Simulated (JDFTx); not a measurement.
Mo under changes of volume

One of the cells (15.892 Å³/atom); the others are scaled copies at fixed shape and fractional positions:

```xyz
1
Lattice="-1.5838 1.5838 1.5838 1.5838 -1.5838 1.5838 1.5838 1.5838 -1.5838" Properties=species:S:1:pos:R:3 pbc="T T T"
Mo    0.0000    0.0000    0.0000
```

```yaml
Program: JDFTx 1.7.0 (patched build)
Functional: LDA
Potentials_or_basis: PseudoDojo-SR-LDA-0.4.1-standard
Cutoff: 1088 eV
Density_cutoff: 4354 eV
k_mesh: 12 × 12 × 12
Occupations: fermi-dirac, width 0.05 eV
Spin: no spin polarisation
```

```csv
volume (Å³/atom),energy over the lowest point (meV/atom),pressure (GPa)
14.938,0.00,2.9
15.256,0.44,-3.3
15.574,12.55,-8.8
15.892,?,?
16.209,66.89,-18.2
16.527,107.04,-22.2
16.845,154.63,-25.7
```

Task: What does the run at 15.892 Å³/atom give?

Result: Energy over the lowest point 35.06 meV/atom; pressure -13.8 GPa.

Worked out: A Birch-Murnaghan fit of order 3 (a polynomial in V^(-2/3)) to the other rows has its minimum at 15.08 Å³/atom with B0 = V·E''(V) = 297 GPa and B' = 4.4. It gives 35.12 meV/atom at 15.892 Å³/atom, against the run's 35.06, and -dE/dV = -13.8 GPa, against -13.8.

Energies are extrapolated to zero smearing.
